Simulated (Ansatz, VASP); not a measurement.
# Cross-check of SnO between VASP and Ansatz, part 3 of 3

One calculation is typed for both programs; each brings its own data sets. How far apart do they land? The cell is taken from a series of runs on this material, whose earlier steps may have relaxed, scaled, displaced or heated it; both programs get it as it stands.

VASP 6.6.1 and Ansatz 0.2.0.

So far: Starting point; Ansatz: zone-centre phonons, PBEsol; VASP: zone-centre phonons, PBEsol.

## 3. VASP: zone-centre phonons, PBEsol (continued)

Level of this step: PBEsol; plane waves and PAW (Sn_d, O) (VASP).

Numbers of over 12 decimals in the logs are rounded to 6 here.

From OUTCAR (step 3):

```text
ion  position               nearest neighbor table
   1  0.000  0.234  0.527-   3 2.13   4 2.15   4 2.15   2 3.69   2 3.69   2 3.69   2 3.69
   2  0.500  0.766  0.027-   4 2.13   3 2.15   3 2.15   1 3.69   1 3.69   1 3.69   1 3.69
   3  0.000  0.885  0.723-   1 2.13   2 2.15   2 2.15
   4  0.500  0.115  0.223-   2 2.13   1 2.15   1 2.15

  LATTYP: Found a simple orthorhombic cell.
 ALAT       =     3.3180500015
 B/A-ratio  =     1.1678208444
 C/A-ratio  =     1.7226251078

 Subroutine GETGRP returns: Found  4 space group operations
 (whereof  2 operations were pure point group operations)

The static configuration has the point symmetry C_1h.
 The point group associated with its full space group is C_2v.

 Found    144 irreducible k-points:

   k-points           NKPTS =    144   k-points in BZ     NKDIM =    144   number of bands    NBANDS=     26

   dimension x,y,z NGX =    28 NGY =   48 NGZ =   32
   dimension x,y,z NGXF=    56 NGYF=   96 NGZF=   64

   ENCUT  =  600.0 eV  44.10 Ry    6.64 a.u.   6.63 11.42  7.74*2*pi/ulx,y,z

   NELECT =      40.0000    total number of electrons

 k-points in reciprocal lattice and weights: Automatic mesh
   0.00000000  0.00000000  0.00000000       0.002
   0.10000000  0.00000000  0.00000000       0.003
   0.20000000  0.00000000  0.00000000       0.003
   0.30000000  0.00000000  0.00000000       0.003
   0.40000000  0.00000000  0.00000000       0.003
   0.50000000  0.00000000  0.00000000       0.002
   0.00000000  0.16666667  0.00000000       0.003
   0.10000000  0.16666667  0.00000000       0.007
   0.20000000  0.16666667  0.00000000       0.007
[...]
0.40000000  0.50000000  0.50000000       0.003
   0.50000000  0.50000000  0.50000000       0.002

 average (electrostatic) potential at core
       1-100.3920       2-100.3920       3 -69.4267       4 -69.4267

  Total        0.1062745      0.1167225      0.0516271      0.0000000      0.0000000      0.0000000
  in kB        2.3169890      2.5447741      1.1255696      0.0000000      0.0000000      0.0000000
  external PRESSURE =       1.9957776 kB  Pullay stress =       0.0000000 kB

  energy-cutoff  :      600.00
  volume of cell :       73.49
      direct lattice vectors                 reciprocal lattice vectors
     3.318050002  0.000000000  0.000000000     0.301381836  0.000000000  0.000000000
     0.000000000  5.715756241  0.000000000     0.000000000  0.174954977  0.000000000
     0.000000000  0.000000000  3.874887955     0.000000000  0.000000000  0.258071978

 POSITION                                       TOTAL-FORCE (eV/Angst)
 -----------------------------------------------------------------------------------
      0.00000      1.33545      2.04245         0.000000      0.077784      0.029202
      1.65903      4.38031      0.10501         0.000000     -0.077784      0.029202
      0.00000      5.05852      2.80116         0.000000      0.002128     -0.029202
      1.65903      0.65724      0.86372         0.000000     -0.002128     -0.029202
 -----------------------------------------------------------------------------------
    total drift:                                0.000000      0.000000      0.000235

 Eigenvectors and eigenvalues of the dynamical matrix
 ----------------------------------------------------

   1 f  =   14.487422 THz    91.027157 2PiTHz  483.248383 cm-1    59.915136 meV
             X         Y         Z           dx          dy          dz
      0.000000  1.335447  2.042454     0.000000   -0.186384   -0.062003
      1.659025  4.380310  0.105010    -0.000000   -0.186384    0.062003
      0.000000  5.058517  2.801160     0.000000    0.508305   -0.450602
      1.659025  0.657239  0.863716    -0.000000    0.508305    0.450602

   2 f  =   14.188079 THz    89.146329 2PiTHz  473.263371 cm-1    58.677153 meV
             X         Y         Z           dx          dy          dz
      0.000000  1.335447  2.042454     0.000000    0.015904    0.133063
      1.659025  4.380310  0.105010    -0.000000   -0.015904    0.133063
      0.000000  5.058517  2.801160     0.000000    0.592133   -0.362519
      1.659025  0.657239  0.863716    -0.000000   -0.592133   -0.362519

   3 f  =   12.371762 THz    77.734074 2PiTHz  412.677566 cm-1    51.165474 meV
             X         Y         Z           dx          dy          dz
      0.000000  1.335447  2.042454     0.122976    0.000000   -0.000000
      1.659025  4.380310  0.105010    -0.122976   -0.000000   -0.000000
      0.000000  5.058517  2.801160     0.696331   -0.000000    0.000000
      1.659025  0.657239  0.863716    -0.696331   -0.000000    0.000000

   4 f  =    9.891763 THz    62.151781 2PiTHz  329.953702 cm-1    40.909027 meV
             X         Y         Z           dx          dy          dz
      0.000000  1.335447  2.042454    -0.243795    0.000000   -0.000000
      1.659025  4.380310  0.105010    -0.243795   -0.000000    0.000000
      0.000000  5.058517  2.801160     0.663750   -0.000000   -0.000000
      1.659025  0.657239  0.863716     0.663750   -0.000000    0.000000

   5 f  =    9.708521 THz    61.000438 2PiTHz  323.841410 cm-1    40.151200 meV
             X         Y         Z           dx          dy          dz
      0.000000  1.335447  2.042454     0.000000    0.156284   -0.101657
      1.659025  4.380310  0.105010     0.000000    0.156284    0.101657
      0.000000  5.058517  2.801160    -0.000000   -0.426771   -0.532079
      1.659025  0.657239  0.863716    -0.000000   -0.426771    0.532079

   6 f  =    7.209846 THz    45.300797 2PiTHz  240.494570 cm-1    29.817513 meV
             X         Y         Z           dx          dy          dz
      0.000000  1.335447  2.042454    -0.000000   -0.457495   -0.153773
      1.659025  4.380310  0.105010    -0.000000    0.457495   -0.153773
      0.000000  5.058517  2.801160     0.000000    0.303092    0.418553
      1.659025  0.657239  0.863716     0.000000   -0.303092    0.418553

   7 f  =    4.636771 THz    29.133690 2PiTHz  154.666027 cm-1    19.176135 meV
             X         Y         Z           dx          dy          dz
      0.000000  1.335447  2.042454     0.000000    0.538930   -0.134455
      1.659025  4.380310  0.105010     0.000000   -0.538930   -0.134455
      0.000000  5.058517  2.801160    -0.000000    0.239820    0.366010
      1.659025  0.657239  0.863716    -0.000000   -0.239820    0.366010

   8 f  =    3.809099 THz    23.933278 2PiTHz  127.057881 cm-1    15.753162 meV
             X         Y         Z           dx          dy          dz
      0.000000  1.335447  2.042454    -0.000000    0.005996    0.697009
      1.659025  4.380310  0.105010     0.000000    0.005996   -0.697009
      0.000000  5.058517  2.801160     0.000000   -0.017107   -0.117685
      1.659025  0.657239  0.863716     0.000000   -0.017107    0.117685

   9 f  =    2.961570 THz    18.608093 2PiTHz   98.787343 cm-1    12.248064 meV
             X         Y         Z           dx          dy          dz
      0.000000  1.335447  2.042454     0.696331   -0.000000    0.000000
      1.659025  4.380310  0.105010    -0.696331   -0.000000   -0.000000
      0.000000  5.058517  2.801160    -0.122976   -0.000000    0.000000
      1.659025  0.657239  0.863716     0.122976   -0.000000    0.000000

  10 f/i=    0.001283 THz     0.008062 2PiTHz    0.042802 cm-1     0.005307 meV
             X         Y         Z           dx          dy          dz
      0.000000  1.335447  2.042454     0.000000   -0.000007    0.663755
      1.659025  4.380310  0.105010     0.000000    0.000007    0.663755
      0.000000  5.058517  2.801160     0.000000    0.000092    0.243782
      1.659025  0.657239  0.863716     0.000000   -0.000092    0.243782

  11 f/i=    0.001503 THz     0.009446 2PiTHz    0.050146 cm-1     0.006217 meV
             X         Y         Z           dx          dy          dz
      0.000000  1.335447  2.042454     0.663750    0.000000   -0.000000
      1.659025  4.380310  0.105010     0.663750    0.000000   -0.000000
      0.000000  5.058517  2.801160     0.243795    0.000000   -0.000000
      1.659025  0.657239  0.863716     0.243795    0.000000   -0.000000

  12 f/i=    0.006884 THz     0.043253 2PiTHz    0.229622 cm-1     0.028469 meV
             X         Y         Z           dx          dy          dz
      0.000000  1.335447  2.042454    -0.000000    0.663928    0.000229
      1.659025  4.380310  0.105010    -0.000000    0.663928   -0.000229
      0.000000  5.058517  2.801160    -0.000000    0.243309   -0.000187
      1.659025  0.657239  0.863716    -0.000000    0.243309    0.000187

 ELASTIC MODULI CONTR FROM IONIC RELAXATION (kBar)
 Direction    XX          YY          ZZ          XY          YZ          ZX
 --------------------------------------------------------------------------------
 XX        -668.1270   -513.8853   -625.4789     -0.0000      0.0000      0.0000
 YY        -513.8853  -1334.4242   -549.4260      0.0000      0.0000      0.0000
 ZZ        -625.4789   -549.4260   -603.7847     -0.0000      0.0000      0.0000
 XY          -0.0000      0.0000     -0.0000   -161.7788     -0.0000     -0.0000
 YZ           0.0000      0.0000      0.0000     -0.0000   -386.2295      0.0000
 ZX           0.0000      0.0000      0.0000     -0.0000      0.0000   -303.7372
 --------------------------------------------------------------------------------
```

## 4. Comparison

Known differences besides the potentials themselves: the cutoff is 420 eV in Ansatz and 600 eV in VASP; Ansatz makes its cores anew for this functional, VASP keeps those of its PBE data sets. Total energies have different zeros and are not compared.

Compared:

```
             quantity  Ansatz   VASP  difference
optical mode 1 (cm⁻¹)    97.9   98.8     -0.88 %
optical mode 2 (cm⁻¹)   126.3  127.1     -0.57 %
optical mode 3 (cm⁻¹)   155.4  154.7     +0.45 %
optical mode 4 (cm⁻¹)   239.9  240.5     -0.24 %
optical mode 5 (cm⁻¹)   322.3  323.8     -0.47 %
optical mode 6 (cm⁻¹)   324.9  330.0     -1.52 %
optical mode 7 (cm⁻¹)   408.7  412.7     -0.96 %
optical mode 8 (cm⁻¹)   468.7  473.3     -0.97 %
optical mode 9 (cm⁻¹)   479.5  483.2     -0.78 %
```

Modes are paired by rising frequency, not by their patterns, so a pair may set unlike modes beside each other; they are those without the splitting of longitudinal modes.

## 5. Summary of results

| Property | Result |
| --- | --- |
| r.m.s. difference of the optical zone-centre modes, each program's sorted by frequency (zone-centre phonons, PBEsol) | 3.0 cm⁻¹ |
| difference in optical mode 6 (zone-centre phonons, PBEsol) | -1.5 % |

In words: The r.m.s. difference of the optical zone-centre modes, each program's sorted by frequency is 3.0 cm⁻¹ (zone-centre phonons, PBEsol). Among the rows given in per cent, the largest difference of the zone-centre phonons, PBEsol pair is in optical mode 6, -1.5 %. Such differences can come from data sets, numerical settings and the points named under the comparisons, not from the functional's error against experiment.

[Lines on the potential files, build, host, timing and source positions are cut from VASP's logs without a mark.]

[Logs are printed without paths, hosts, clocks, repeated set-up lines and the standing remarks that a program may print on its own settings, such as how far it seeks lower states.]

[Hosts, paths, dates, database ids (printed as entryN), source tags and the programs' standing remarks are cut or masked in the printed files.]
